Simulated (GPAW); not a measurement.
# I (Fmmm) in GPAW: a series of runs

One crystal, I, is run at these levels: GLLB-SC, PBE; tasks: band structure, one-shot levels on a semilocal density.

All numbers are computed with GPAW 26.7.0; they aren't measurements. Logs are shortened: lines on timing, memory, paths and dates and some standing lists are left out, and cuts for length are marked. The log counts tension as positive stress, the text compression.

**1. The structure**

Symmetry: Fmmm, No. 69, orthorhombic system. The conventional cell has a = 4.384 Å, b = 4.731 Å, c = 7.820 Å, α = 90.00°, β = 90.00°, γ = 90.00°. I (site symmetry mmm) has 4 I at 3.23 Å as nearest neighbours.

**2. Band structure, GLLB-SC**

run.py

```python
from ase.dft.bandgap import bandgap
from ase.io import read, write
from gpaw import GPAW, PW

atoms = read('I.cif')

calc = GPAW(mode=PW(600),
            xc='GLLBSC',
            kpts={'size': (7, 7, 7), 'gamma': True},
            occupations={'name': 'fermi-dirac', 'width': 0.05},
            nbands=10,
            convergence={'density': 1e-05, 'energy': 1e-05},
            maxiter=150,
            txt='gpaw.txt')
atoms.calc = calc
energy = atoms.get_potential_energy()
calc.write('gs.gpw')
write('result.traj', atoms)
print('Fermi level:', round(calc.get_fermi_level(), 4), 'eV')
print(f'Gap: {bandgap(calc)[0]:.4f} eV, direct: {bandgap(calc, direct=True)[0]:.4f} eV')

path = atoms.cell.bandpath('GYCDXGZD1HC,C1Z,XH1,HY,LG', npoints=80, eps=1e-4)
bs_calc = calc.fixed_density(kpts=path, symmetry='off', nbands=20,
                             convergence={'bands': 'CBM+6.0', 'eigenstates': 1e-6}, txt='bands.txt')
bs = bs_calc.band_structure()
bs.write('bs.json')
print(f'Gap on the path: {bandgap(bs_calc)[0]:.4f} eV')

homo, lumo = bs_calc.get_homo_lumo()
response = calc.hamiltonian.xc.response
dxc_pot = response.calculate_discontinuity_potential(homo, lumo)
ks_gap, dxc = bs_calc.hamiltonian.xc.response.calculate_discontinuity(dxc_pot)
print(f'Kohn-Sham gap {ks_gap:.4f} eV, discontinuity {dxc:.4f} eV, gap {ks_gap + dxc:.4f} eV')
```

I.cif

```cif
data_I
_cell_length_a 4.56978285
_cell_length_b 4.48249819
_cell_length_c 3.22521405
_cell_angle_alpha 70.58369076
_cell_angle_beta 67.68554410
_cell_angle_gamma 41.73076514
_space_group_name_H-M_alt 'P1'
_space_group_name_Hall 'P 1'
_space_group_IT_number 1
loop_
_space_group_symop_operation_xyz
'x,y,z'
loop_
_atom_site_label
_atom_site_type_symbol
_atom_site_symmetry_multiplicity
_atom_site_Wyckoff_symbol
_atom_site_fract_x
_atom_site_fract_y
_atom_site_fract_z
_atom_site_occupancy
I1 I 1 a 0.0000000000 0.0000000000 0.0000000000 1
```

Potentials or basis: the program's PAW data sets (release 1.2.1) made for this functional, pw.

The run is started by

```console
$ OMP_NUM_THREADS=1 python run.py
```

gpaw.txt:

```text
___ ___ ___ _ _ _
 |   |   |_  | | | |
 | | | | | . | | | |
 |__ |  _|___|_____|  26.7.0
 |___|_|

Input parameters:
  convergence: {density: 1e-05,
                energy: 1e-05}
  kpts: {gamma: True,
         size: (7, 7, 7)}
  maxiter: 150
  mode: {ecut: 600.0,
         name: pw}
  nbands: 10
  occupations: {name: fermi-dirac,
                width: 0.05}
  xc: GLLBSC

System changes: positions, numbers, cell, pbc, initial_charges, initial_magmoms

Initialize ...

species:
  I:
    name:    Iodine
    Z:       53.0
    valence: 7
    core:    46
    charge:  0.0  # [|e|]
    compensation charges:
      type: gauss
      rc: 0.37  # [Å]
      lmax: 2
    cutoffs:
      filter: 2.06  # [Å]
      core: 2.96  # [Å]
    projectors
    | kind |    occ | energy [eV] | rcut [Å] |
    |------|--------|-------------|----------|
    |   5s |  2.000 |     -20.049 |    1.164 |
    |   5p |  5.000 |     -10.166 |    1.164 |
    |    s |        |       7.162 |    1.164 |
    |    p |        |      17.045 |    1.164 |
    |    d |        |       0.000 |    1.164 |

    Using partial waves for I as LCAO basis

Reference energy: -193459.833657  # eV

Spin-paired calculation

Convergence criteria:
 Maximum [total energy] change in last 3 cyles: 1e-05 eV / valence electron
 Maximum integral of absolute [dens]ity change: 1e-05 electrons / valence electron
 Maximum integral of absolute [eigenst]ate change: 4e-08 eV^2 / valence electron
 Maximum number of scf [iter]ations: 150
 (Square brackets indicate name in SCF output, whereas a 'c' in
 the SCF output indicates the quantity has converged.)

Symmetries present (total): 2

  ( 1  0  0)  (-1  0  0)
  ( 0  1  0)  ( 0 -1  0)
  ( 0  0  1)  ( 0  0 -1)

343 k-points: 7 x 7 x 7 Monkhorst-Pack grid
172 k-points in the irreducible part of the Brillouin zone
       k-points in crystal coordinates                weights
   0:     0.00000000    0.00000000    0.00000000          1/343
   1:     0.00000000    0.00000000    0.14285714          2/343
   2:     0.00000000    0.00000000    0.28571429          2/343
   3:     0.00000000    0.00000000    0.42857143          2/343
   4:     0.00000000    0.14285714   -0.42857143          2/343
   5:     0.00000000    0.14285714   -0.28571429          2/343
   6:     0.00000000    0.14285714   -0.14285714          2/343
   7:     0.00000000    0.14285714    0.00000000          2/343
   8:     0.00000000    0.14285714    0.14285714          2/343
   9:     0.00000000    0.14285714    0.28571429          2/343
          ...
 171:     0.42857143    0.42857143    0.42857143          2/343

Wave functions: Plane wave expansion
  Cutoff energy: 600.000 eV
  Number of coefficients (min, max): 1336, 1381
  Pulay-stress correction: 0.000000 eV/Ang^3 (de/decut=0.000000)
  Using FFTW library
  ScaLapack parameters: grid=1x1, blocksize=None
  Wavefunction extrapolation:
    Improved wavefunction reuse through dual PAW basis

Occupation numbers: Fermi-Dirac:
  width: 0.0500  # eV

Eigensolver
   Davidson(niter=2)

Densities:
  Coarse grid: 27*27*20 grid
  Fine grid: 54*54*40 grid
  Total Charge: 0.000000

Density mixing:
  Method: separate
  Backend: msr1
  Linear mixing parameter: 0.05
  old densities: 10
  Width of damping distribution: 1.1
  Damping of long wavelength oscillations: 20

Hamiltonian:
  XC and Coulomb potentials evaluated on a 54*54*40 grid
  Using the GLLBSC Exchange-Correlation functional
  External potential:
    NoExternalPotential

XC parameters: GLLBSC functional being used consists of
  -----------------------------------------------------------------------
  | Weight | Module     | Description                                   |
  -----------------------------------------------------------------------
  |  1.000 | SCREENING  | GGA_X_PBE_SOL with 2 nearest neighbor stencil |
  |  1.000 | RESPONSE   | eps=0.0500 eV                                 |
  |  1.000 | XC         | GGA_C_PBE_SOL with 2 nearest neighbor stencil |
  -----------------------------------------------------------------------

Number of atoms: 1
Number of atomic orbitals: 4
Number of bands in calculation: 10
Number of valence electrons: 7
Bands to converge: occupied

... initialized

Initializing position-dependent things.

Density initialized from atomic densities
Creating initial wave functions:
  4 bands from LCAO basis set
  6 bands from random numbers

       I

Atomic positions and initial magnetic moments

Positions:
   0 I      0.000000    0.000000    0.000000    ( 0.0000,  0.0000,  0.0000)

Unit cell:
           periodic     x           y           z      points  spacing
  1. axis:    yes    4.569783    0.000000    0.000000    27     0.1102
  2. axis:    yes    3.345203    2.983691    0.000000    27     0.1102
  3. axis:    yes    1.224580    0.237783    2.974200    20     0.1487

  Lengths:   4.569783   4.482498   3.225214
  Angles:   70.583691  67.685544  41.730765

Effective grid spacing dv^(1/3) = 0.1406

iter:   1    -1.672285
iter:   2    -1.799478   -1.18  -1.24
iter:   3    -3.326875   -0.88  -1.16
iter:   4    -1.775516   -0.91  -1.08
iter:   5    -1.811781   -2.83  -1.32
iter:   6    -1.960637   -2.26  -1.26
iter:   7    -1.931783   -4.28  -1.18
iter:   8    -1.892114   -3.69  -1.10
iter:   9    -1.724113   -1.79  -1.03
iter:  10    -1.727495   -3.43  -2.04
iter:  11    -1.724741   -3.87  -2.02
iter:  12    -1.721569   -3.54  -2.33
iter:  13    -1.728245   -3.56  -2.25
iter:  14    -1.725262   -4.41  -2.19
iter:  15    -1.726013   -6.17  -3.16
iter:  16    -1.726210   -7.65c -3.99
iter:  17    -1.726277   -8.46c -4.41
iter:  18    -1.726272c  -9.00c -4.76
iter:  19    -1.726273c -10.17c -5.62c

Converged after 19 iterations.

Dipole moment: (-0.000000, -0.000000, 0.000000) |e|*Ang

Energy contributions relative to reference atoms: (reference = -193459.833657)

Kinetic:        +35.828881
Potential:      -34.539165
External:        +0.000000
XC:              -3.713483
Entropy (-ST):   -0.006160
Local:           +0.700574
SIC:             +0.000000
--------------------------
Free energy:     -1.729353
Extrapolated:    -1.726273

GLLBSC response reference energy: 2.48508 eV (from Fermi level)

Showing only first 2 kpts
 Kpt  Band  Eigenvalues  Occupancy
  0     1      0.46894    2.00000
  0     2      3.34810    0.00000
  0     3      3.66537    0.00000
  0     4      7.23001    0.00000

  1     1      0.46611    2.00000
  1     2      1.84323    1.99999
  1     3      3.64740    0.00000
  1     4      7.77827    0.00000

Fermi level: 2.48507

No gap
No difference between direct/indirect transitions
Writing to gs.gpw (mode='')
```

Run time: 89 s. Hardware: 1 thread of AMD EPYC 7B13 (Zen 3), shared host; peak memory 0.26 GiB.

What came out:

| Item | Value |
| --- | --- |
| Band gap along the path | none (metal or under the smearing width) |

Levels at the corners of the path, in eV from the Fermi level:
```
point  band 1  band 2  band 3  band 4  band 5  band 6
    Γ  -13.72   -2.02    0.86    1.18    4.74    7.67
    Y  -10.90   -4.31   -3.41   -0.57    4.08    6.69
    C  -11.28   -3.92   -3.29   -1.19    5.46    6.93
    D  -10.96   -3.89   -3.64   -0.99    4.20    6.00
    X  -10.86   -4.00   -3.71   -0.86    4.02    5.84
    Γ  -13.72   -2.02    0.86    1.18    4.74    7.67
    Z  -13.46   -4.10    0.64    0.97    7.13    7.45
   D1  -10.96   -3.89   -3.64   -0.99    4.20    6.00
    H  -10.87   -4.06   -3.66   -0.82    4.12    6.23
    C  -11.28   -3.92   -3.29   -1.19    5.46    6.93
   C1  -11.28   -3.92   -3.29   -1.19    5.46    6.93
    Z  -13.46   -4.10    0.64    0.97    7.13    7.45
    X  -10.86   -4.00   -3.71   -0.86    4.02    5.84
   H1  -10.87   -4.06   -3.66   -0.82    4.12    6.23
    H  -10.87   -4.06   -3.66   -0.82    4.12    6.23
    Y  -10.90   -4.31   -3.41   -0.57    4.08    6.69
    L  -12.23   -5.14   -1.80    1.82    4.89    9.33
    Γ  -13.72   -2.02    0.86    1.18    4.74    7.67
```

Caveat: a model potential gives levels but no total energy; spin-orbit coupling is left out, which moves the levels of the heavy elements; an odd number of electrons without spin polarisation forces a metal; a magnetic or distorted state may lie lower.

[end of part 1 of 2]
